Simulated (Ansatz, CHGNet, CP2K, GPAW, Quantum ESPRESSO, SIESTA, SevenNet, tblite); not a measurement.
## CP2K on generalised stacking fault on (111) (glide set) of a GaP-AlP solid solution (72 atoms): settings against a plane-wave reference

Wanted: CP2K inputs and outputs for generalised stacking fault on (111) (glide set) of a GaP-AlP solid solution (72 atoms), checked against a plane-wave reference.

Program: CP2K 2026.2. Level of theory: the method is named at each step. Results are calculated unless marked as measured.

## 1. The starting structure

The cell holds 72 atoms: 18 Al, 36 P and 18 Ga. Cell: a = 6.683 Å, b = 11.576 Å, c = 19.136 Å, α = 90.0°, β = 86.7°, γ = 90.0°. Zinc-blende GaP lattice (a = 5.4569 Å, the value set for the mixture), cell with z along [111], 1 x 3 x 2 periods; the third cell vector is tilted by 0.167 of 1/2[11-2] and lengthened by 0.2 Å, so the cell holds one fault (glide set); displaced by a Gaussian of 0.01 Å; 18 of 36 Ga sites given to Al at random (lattice constant by Vegard's rule between GaP and AlP). Then every atom was moved at random, 0.02 Å r.m.s. a Cartesian component. The structure's axis is c.

The yardstick, on the same geometry:

* method: Kohn-Sham DFT, PBE, PAW, plane waves (Ansatz 0.2.0); cutoff 420 eV, Γ point, fermi-dirac smearing of 0.05 eV; PAW set soft_2
* r.m.s. force component: 0.5074 eV/Å
* longest force: 3.049 eV/Å
* pressure: 2.982 GPa
* gap (highest filled to lowest empty level): 0.4477 eV
* SCF cycles: 9
* time: 18 s on 4 threads of Arm Neoverse V1, shared host
* CPU time: 68 s

## 2. PBE, DZVP-MOLOPT-SR, 800/50 Ry, diagonalisation

Method: Kohn-Sham DFT, PBE, GTH-PBE pseudopotentials, Gaussian and plane waves, DZVP-MOLOPT-SR-GTH, diagonalisation.

File input.inp:

```
&GLOBAL
  PROJECT cell
  RUN_TYPE ENERGY_FORCE
  PRINT_LEVEL LOW
&END GLOBAL
&FORCE_EVAL
  METHOD QS
  STRESS_TENSOR ANALYTICAL
  &DFT
    BASIS_SET_FILE_NAME BASIS_MOLOPT
    POTENTIAL_FILE_NAME GTH_POTENTIALS
    &MGRID
      CUTOFF 800
      REL_CUTOFF 50
      NGRIDS 5
    &END MGRID
    &QS
      EPS_DEFAULT 1.0E-12
    &END QS
    &SCF
      SCF_GUESS ATOMIC
      EPS_SCF 1.0E-06
      MAX_SCF 200
      ADDED_MOS 41
      &DIAGONALIZATION
        ALGORITHM STANDARD
      &END DIAGONALIZATION
      &SMEAR ON
        METHOD FERMI_DIRAC
        ELECTRONIC_TEMPERATURE [K] 580
      &END SMEAR
      &MIXING
        METHOD BROYDEN_MIXING
        ALPHA 0.15
        NBROYDEN 8
      &END MIXING
      &PRINT
        &RESTART OFF
        &END RESTART
      &END PRINT
    &END SCF
    &XC
      &XC_FUNCTIONAL PBE
      &END XC_FUNCTIONAL
    &END XC
    &PRINT
      &MULLIKEN ON
      &END MULLIKEN
      &HIRSHFELD ON
        SHAPE_FUNCTION DENSITY
      &END HIRSHFELD
      &MO ON
        EIGENVALUES T
        OCCUPATION_NUMBERS T
        MO_INDEX_RANGE 223 246
        &EACH
          QS_SCF 0
        &END EACH
        ADD_LAST NUMERIC
      &END MO
    &END PRINT
  &END DFT
  &SUBSYS
    &CELL
      A 6.68331 0.00000 0.00000
      B 0.00000 11.57583 0.00000
      C 1.11391 0.00000 19.10326
    &END CELL
    &COORD
      SCALED
      Al 0.49910 0.16668 0.02011
      P 0.47777 0.16411 0.14422
      Ga 0.80342 0.16585 0.18570
      P 0.78771 0.16897 0.31006
      Ga 0.00011 0.00010 0.02015
      P 0.97238 0.00000 0.14651
      Al 0.30306 0.99910 0.18587
      P 0.28734 0.00170 0.30980
      Ga 0.61005 0.00061 0.34969
      P 0.59098 0.00153 0.47553
      Al 0.49057 0.49816 0.02000
      P 0.47810 0.50438 0.14357
      Ga 0.79660 0.50009 0.18665
      P 0.77956 0.49795 0.30842
      Al 0.99762 0.33096 0.02221
      P 0.97439 0.32984 0.14389
      Ga 0.30155 0.33481 0.18468
      P 0.27792 0.33676 0.31137
      Al 0.60557 0.33542 0.34834
      P 0.59145 0.33435 0.47246
      Ga 0.11028 0.16777 0.35011
      P 0.08762 0.16845 0.47257
      Ga 0.41560 0.16816 0.51475
      P 0.39430 0.16770 0.63720
      Al 0.72261 0.16675 0.68013
      P 0.69290 0.16470 0.80431
      Ga 0.91377 0.00079 0.51403
      P 0.89533 0.99653 0.63807
      Al 0.21459 0.99992 0.68043
      P 0.19913 0.00077 0.80403
      Ga 0.52615 0.00216 0.84341
      P 0.51067 0.99767 0.96888
      Ga 0.49723 0.83269 0.02001
      P 0.47533 0.83239 0.14494
      Al 0.80134 0.83770 0.18623
      P 0.78093 0.83610 0.30937
      Ga 0.99427 0.67004 0.02057
      P 0.97762 0.66651 0.14476
      Al 0.30117 0.66438 0.18638
      P 0.28696 0.66735 0.31024
      Al 0.61156 0.66763 0.35007
      P 0.58637 0.66579 0.47604
      Ga 0.10714 0.50090 0.34978
      P 0.08669 0.49862 0.47640
      Al 0.41101 0.49992 0.51526
      P 0.39642 0.50102 0.64000
      Al 0.71901 0.49804 0.68201
      P 0.69475 0.50111 0.80224
      Al 0.91344 0.33481 0.51651
      P 0.89345 0.32979 0.64062
      Al 0.22041 0.33406 0.68137
      P 0.19618 0.33348 0.80614
      Ga 0.53031 0.32756 0.84609
      P 0.51082 0.33121 0.96945
      Al 0.02343 0.16575 0.84562
      P 0.01115 0.16687 0.96868
[... 12 atom lines left out ...]
      Ga 0.02225 0.49965 0.84545
      P 0.99955 0.50288 0.97150
      Al 0.02635 0.83360 0.84616
      P 0.00762 0.82940 0.97197
    &END COORD
    &KIND Al
      BASIS_SET DZVP-MOLOPT-SR-GTH-q3
      POTENTIAL GTH-PBE-q3
    &END KIND
    &KIND P
      BASIS_SET DZVP-MOLOPT-SR-GTH-q5
      POTENTIAL GTH-PBE-q5
    &END KIND
    &KIND Ga
      BASIS_SET DZVP-MOLOPT-SR-GTH-q13
      POTENTIAL GTH-PBE-q13
    &END KIND
  &END SUBSYS
  &PRINT
    &FORCES ON
    &END FORCES
    &STRESS_TENSOR ON
    &END STRESS_TENSOR
  &END PRINT
&END FORCE_EVAL
```

The run is started by

```console
OMP_NUM_THREADS=2 cp2k.psmp -i input.inp > output.txt
```

Numbers of over 12 decimals in the logs are rounded to 6 here.

What it wrote:

```text
CP2K| version string:                                       CP2K version 2026.2
 CP2K| Input file name                                                 input.inp
 GLOBAL| Basis set file name                                        BASIS_MOLOPT
 GLOBAL| Potential file name                                      GTH_POTENTIALS
 GLOBAL| Run type                                                   ENERGY_FORCE
 GLOBAL| Total number of message passing processes                             1
 GLOBAL| Number of threads for this process                                    2
 TOTAL NUMBERS AND MAXIMUM NUMBERS
  Total number of            - Atomic kinds:                                   3
                             - Atoms:                                         72
                             - Shell sets:                                    72
                             - Shells:                                       396
                             - Primitive Cartesian functions:                324
                             - Cartesian basis functions:                   1296
                             - Spherical basis functions:                   1152
  Maximum angular momentum of- Orbital basis functions:                        3
                             - Local part of the GTH pseudopotential:          0
                             - Non-local part of the GTH pseudopotential:      4
 SCF PARAMETERS         Density guess:                                    ATOMIC
                        max_scf:                                             200
                        eps_scf:                                        1.00E-06
                        added MOs                                        41    0
                        Mixing method:                            BROYDEN_MIXING
                                                charge density mixing in g-space
                        Smear method:                                FERMI_DIRAC
                        Electronic temperature [K]:                        580.0
                        Electronic temperature [a.u.]:                  1.84E-03
                        Accuracy threshold:                             1.00E-10
 Extrapolation method: initial_guess
 Number of electrons:                                                        468
 Number of occupied orbitals:                                                234
 Number of molecular orbitals:                                               275
 Number of orbital functions:                                               1152
 Number of independent orbital functions:                                   1152
 SCF WAVEFUNCTION OPTIMIZATION
  Step     Update method      Time    Convergence         Total energy    Change
     1 NoMix/Diag. 0.15E+00    7.1     1.46727884     -1621.7189518434 -1.62E+03
     2 Broy./Diag. 0.15E+00   11.0     0.05883472     -1613.2031510108  8.52E+00
     3 Broy./Diag. 0.15E+00   11.1     0.18265611     -1615.7713694415 -2.57E+00
     4 Broy./Diag. 0.15E+00   11.1     0.02446749     -1618.7597677284 -2.99E+00
[...]
16 Broy./Diag. 0.15E+00   11.6     0.00001357     -1618.1330138294  2.47E-04
    17 Broy./Diag. 0.15E+00   11.6     0.00000092     -1618.1329118392  1.02E-04
  *** SCF run converged in    17 steps ***
  Electronic density on regular grids:       -467.9999999943        0.0000000057
  Core density on regular grids:              467.9999999994       -0.0000000006
  Total charge density on r-space grids:        0.0000000050
  Total charge density g-space grids:           0.0000000050
  Overlap energy of the core charge distribution:               7.67789e-08
  Self energy of the core charge distribution:              -2443.275608
  Core Hamiltonian energy:                                    676.674414
  Hartree energy:                                             407.929597
  Exchange-correlation energy:                               -259.460777
  Electronic entropic energy:                                  -0.000537285
  Fermi energy:                                                 0.208301
  Total energy:                                             -1618.132912
  Total energy (extrapolated to T->0):                      -1618.132643
 MO| EIGENVALUES AND OCCUPATION NUMBERS
 MO|
 MO|  Index      Eigenvalue [a.u.]        Eigenvalue [eV]             Occupation
 MO|    223               0.132196               3.597245               2.000000
 MO|    224               0.134040               3.647418               2.000000
 MO|    225               0.136832               3.723386               2.000000
[...]
MO|    245               0.251413               6.841298               0.000000
 MO|    246               0.252985               6.884064               0.000000
 MO| Sum:                                                             468.000000
 MO| E(Fermi):            0.208301 a.u.          5.668163 eV
 !-----------------------------------------------------------------------------!
                     Mulliken Population Analysis
 #  Atom  Element  Kind  Atomic population                           Net charge
       1     Al       1          2.606471                              0.393529
       2     P        2          5.415804                             -0.415804
       3     Ga       3         12.776747                              0.223253
[...]
71     Al       1          2.417403                              0.582597
      72     P        2          5.091262                             -0.091262
 # Total charge                            468.000000                  0.000000
 !-----------------------------------------------------------------------------!
 !-----------------------------------------------------------------------------!
                           Hirshfeld Charges
  #Atom  Element  Kind  Ref Charge     Population                    Net charge
      1       Al     1       3.000          2.797                         0.203
      2       P      2       5.000          5.186                        -0.186
      3       Ga     3      13.000         12.807                         0.193
[...]
71       Al     1       3.000          2.823                         0.177
     72       P      2       5.000          5.221                        -0.221
  Total Charge                                                           -0.000
 !-----------------------------------------------------------------------------!
 ENERGY| Total FORCE_EVAL ( QS ) energy [hartree]          -1618.132828
 FORCES| Atomic forces [hartree/bohr]
 FORCES|   Atom     x               y               z               |f|
 FORCES|      1 -1.66750383E-03 -1.51189538E-02  2.67947972E-02   3.08111099E-02
 FORCES|      2  1.12776296E-05  6.27728452E-03 -4.09038772E-03   7.49237611E-03
 FORCES|      3 -6.39718638E-03 -1.28428033E-03  8.98499615E-03   1.11042121E-02
[...]
FORCES|     71 -4.44859428E-03 -5.86763204E-03  3.96602603E-03   8.36351955E-03
 FORCES|     72  1.48034942E-03  3.92482977E-02 -4.76359373E-02   6.17397994E-02
 FORCES| Sum     3.44560888E-04 -1.03159611E-03 -2.17053034E-03
 FORCES| Total atomic force                                       2.42777979E-03
 STRESS| Analytical stress tensor [bar]
 STRESS|                        x                   y                   z
 STRESS|      x       -2.56089670505E+04  -9.29356941089E+02  -3.03358016998E+03
 STRESS|      y       -9.29356941089E+02   1.04085547111E+05  -1.28831795204E+02
 STRESS|      z       -3.03358016998E+03  -1.28831795204E+02   1.97454535428E+04
 STRESS| 1/3 Trace                                             3.27406778677E+04
```

It took 3.8 min on 2 threads of Arm Neoverse V1, shared host; peak memory 5.9 GiB; 7.2 min of CPU time.

Banners, paths, timers and routine set-up lines are dropped from the logs unmarked, and long logs keep their key lines alone; longer cuts are marked.

Compared with the plane-wave run:

```yaml
r_m_s_force_component: 0.521 eV/Å
r_m_s_difference_of_force_components: 32.37 meV/Å
longest_difference_of_force_vectors: 129.1 meV/Å
force_difference_over_r_m_s_force: 6.379 %
slope_of_forces_against_the_reference_s: 1.025
correlation_of_force_components: 0.9984
spacing_of_highest_filled_and_lowest_empty_level: 0.4295 eV
gap_difference: -0.0182 eV
pressure: 3.274 GPa
pressure_difference: 0.2918 GPa
```

Length of the force difference by element (eV/Å):

```csv
element,atoms,mean,most
Al,18,0.011,0.021
Ga,18,0.062,0.091
P,36,0.061,0.13
```

Levels nearest the highest filled one (eV from it): -1.86, -1.81, -1.73, -1.63, -1.54, -1.52, -1.29, -1.25, -1.25, -0.80, -0.73, 0.00, 0.43, 0.60, 0.79, 0.84, 0.89, 0.98, 1.11, 1.18, 1.29, 1.33, 1.39, 1.43.

The surroundings of P72, which bears the longest force, nearest first, numbered as they follow in the input and with coordinates relative to it.

```csv
atom,x,y,z,distance (Å),bonds,Hirshfeld charge (e),Fx,Fy,Fz (eV/Å)
P72,0.00,0.00,0.00,0.00,3,-0.22,0.08,2.02,-2.45
Ga37,-0.04,-1.84,0.93,2.07,3,0.22,-0.09,-1.40,2.15
Ga5,0.00,1.98,0.92,2.18,3,0.24,-0.06,-0.26,1.36
Al71,-0.01,0.05,-2.40,2.40,4,0.18,-0.23,-0.30,0.20
Ga33,3.33,0.04,0.92,3.45,3,0.23,-0.07,-0.16,1.35
Ga33,-3.36,0.04,0.92,3.48,3,0.23,-0.07,-0.16,1.35
P70,-0.05,-3.78,-0.01,3.78,3,-0.22,-0.01,-0.87,-1.27
P38,-0.01,-1.89,3.30,3.80,4,-0.18,-0.08,0.25,0.08
P68,-3.31,-1.87,-0.09,3.80,3,-0.24,0.18,-0.83,-0.88
```

Forces lie 6.4 % from the reference's, at 6.3 times its CPU time (on 2 against 4 cores).

## 3. PBE, DZVP-MOLOPT-SR, 280/50 Ry, diagonalisation

Method: Kohn-Sham DFT, PBE, GTH-PBE pseudopotentials, Gaussian and plane waves, DZVP-MOLOPT-SR-GTH, diagonalisation.

Changes to input.inp since step 2:

```diff
@@ -12,5 +12,4 @@
     &MGRID
-      CUTOFF 800
+      CUTOFF 280
       REL_CUTOFF 50
-      NGRIDS 5
     &END MGRID
@@ -69,4 +68,27 @@
     &COORD
-      SCALED
-[... 72 atom lines left out: the same atoms as in the first run ...]
+      Al 3.35804 1.92946 0.38417
+      P 3.35373 1.89971 2.75507
+      Ga 5.57636 1.91985 3.54748
+      P 5.60989 1.95597 5.92316
+      Ga 0.02318 0.00116 0.38493
+      P 6.66192 0.00000 2.79882
+      Al 2.23249 11.56541 3.55072
+      P 2.26547 0.01968 5.91819
+      Ga 4.46668 0.00706 6.68022
+      P 4.47940 0.01771 9.08417
+      Al 3.30091 5.76662 0.38207
+      P 3.35521 5.83862 2.74266
+      Ga 5.53184 5.78896 3.56562
+      P 5.55359 5.76418 5.89183
+      Al 6.69214 3.83114 0.42428
+      P 6.67243 3.81817 2.74877
+      Ga 2.22107 3.87570 3.52799
+      P 2.20426 3.89828 5.94818
+      Al 4.43523 3.88276 6.65443
+      P 4.47912 3.87038 9.02553
+[... 48 atom lines left out ...]
+      Ga 1.09046 5.78386 16.15085
+      P 7.76247 5.82125 18.55882
+      Al 1.11865 9.64961 16.16441
+      P 1.13361 9.60099 18.56780
     &END COORD
```

What it wrote:

```text
CP2K| version string:                                       CP2K version 2026.2
 CP2K| Input file name                                                 input.inp
 GLOBAL| Basis set file name                                        BASIS_MOLOPT
 GLOBAL| Potential file name                                      GTH_POTENTIALS
[... lines left out ...]
 Number of electrons:                                                        468
[... lines left out ...]
  Step     Update method      Time    Convergence         Total energy    Change
[... lines left out ...]
  *** SCF run converged in    17 steps ***
[... lines left out ...]
  Fermi energy:                                                 0.207681
  Total energy:                                             -1618.320825
  Total energy (extrapolated to T->0):                      -1618.320519
[... lines left out ...]
 MO| E(Fermi):            0.207681 a.u.          5.651296 eV
[... lines left out ...]
 ENERGY| Total FORCE_EVAL ( QS ) energy [hartree]          -1618.320743
[... lines left out ...]
 FORCES|      1 -1.58125347E-03 -1.47936224E-02  2.69437749E-02   3.07785418E-02
 FORCES|      2 -5.16610619E-04  6.40819680E-03 -4.59383749E-03   7.90159577E-03
 FORCES|      3  4.71031606E-02  4.45593312E-02 -6.98838009E-02   9.53309360E-02
[...]
FORCES|     71 -4.66060431E-03 -5.84595844E-03  4.08529823E-03   8.51974907E-03
 FORCES|     72  1.29217535E-03  3.87984021E-02 -4.89629964E-02   6.24848841E-02
 FORCES| Sum     2.72675923E-01 -5.46422567E-01 -3.60796430E-01
 FORCES| Total atomic force                                       7.09298135E-01
 STRESS| Analytical stress tensor [bar]
 STRESS|                        x                   y                   z
 STRESS|      x       -1.73613223863E+04  -9.67568728220E+02  -2.15843145473E+03
 STRESS|      y       -9.67568728220E+02   1.19168862949E+05  -1.79130932431E+02
 STRESS|      z       -2.15843145473E+03  -1.79130932431E+02   3.76029034463E+04
 STRESS| 1/3 Trace                                             4.64701480030E+04
```

Wall time 2.8 min (2 threads); peak memory 1.4 GiB; 5.4 min of CPU time.

Against the reference:

- r.m.s. force component: 1.522 eV/Å
- r.m.s. difference of force components: 1484 meV/Å
- longest difference of force vectors: 7983 meV/Å
- force difference over r.m.s. force: 292.5 %
- slope of forces against the reference's: 0.7192
- correlation of force components: 0.241
- pressure: 4.647 GPa
- pressure difference: 1.665 GPa
- energy less the same-level run's: -71.02 meV/atom
- r.m.s. force difference from the same-level run: 1487 meV/Å

This is a coarse setting, run to see what it loses.

Against the first run (6.4 %), the force difference from the reference is 292 %, at 0.76 times the CPU time: the grid matters here.

The difference per atom is largest on Ga (4.8 eV/Å on average, against 0.077 on P). The forces add up to 36 eV/Å instead of zero, usually a sign of too coarse a grid.

(Continued in part 2 of 2.)

[Also dropped from logs without a mark: logging warnings of Python, and SIESTA's first energy breakdown and zero terms.]

[Logs are printed without paths, hosts, clocks, repeated set-up lines and the standing remarks that a program may print on its own settings, such as how far it seeks lower states.]

[Hosts, paths, dates, database ids (printed as entryN), source tags and the programs' standing remarks are cut or masked in the printed files.]
